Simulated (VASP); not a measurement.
Input of a VASP 6.6.1 run:

The input INCAR:

```
PREC     = Accurate       # precision mode
ENCUT    = 600            # plane-wave cutoff, eV
EDIFF    = 1E-6           # SCF threshold, eV
ISMEAR   = 0              # smearing method
SIGMA    = 0.1            # smearing width, eV
LREAL    = F              # projectors in reciprocal space
LASPH    = T              # aspherical terms in the spheres
NELM     = 100            # most SCF steps
ALGO     = Normal         # electronic algorithm
ISIF     = 3              # what is computed and relaxed
LWAVE    = F              # write WAVECAR
LCHARG   = F              # write CHGCAR
GGA      = PE             # functional
IBRION   = 2              # ionic algorithm
NSW      = 90             # ionic steps
EDIFFG   = -0.04          # ionic threshold
```

The input KPOINTS:

```
Automatic mesh
0
Gamma
  6 6 6
```

Contents of POSCAR:

```
AlH5
1.0
    4.2250137000      0.0000000000      0.0000000000
   -2.1125068500      3.6589692000      0.0000000000
    0.0000000000      0.0000000000      3.4642269400
Al H
1 5
Direct
    0.0000000000      0.0000000000      0.0000000000
    0.5000000000      0.0000000000      0.5000000000
    0.5000000000      0.5000000000      0.5000000000
    0.0000000000      0.5000000000      0.5000000000
    0.3333333300      0.6666666700      0.0000000000
    0.6666666700      0.3333333300      0.0000000000
```

Potentials or basis: VASP PAW PBE potentials, release 64 (Al, H).

Command:

```bash
$ cat potpaw_PBE.64/Al/POTCAR potpaw_PBE.64/H/POTCAR > POTCAR
$ mpirun -np 1 vasp_std > vasp.out
```

(1) Predict the relaxed cell.

(2) Predict the space group after relaxing (to 0.05 Å).

(3) What does it give for the relaxed volume?

Answers

(1) a = 3.189 Å, b = 3.189 Å, c = 3.700 Å, α = 90.00°, β = 90.00°, γ = 120.00°.

(2) P6/mmm (No. 191).

(3) 5.43 Å³/atom.

Caveat: the volume moved by over 15 % at a fixed basis, so the end points are rough.
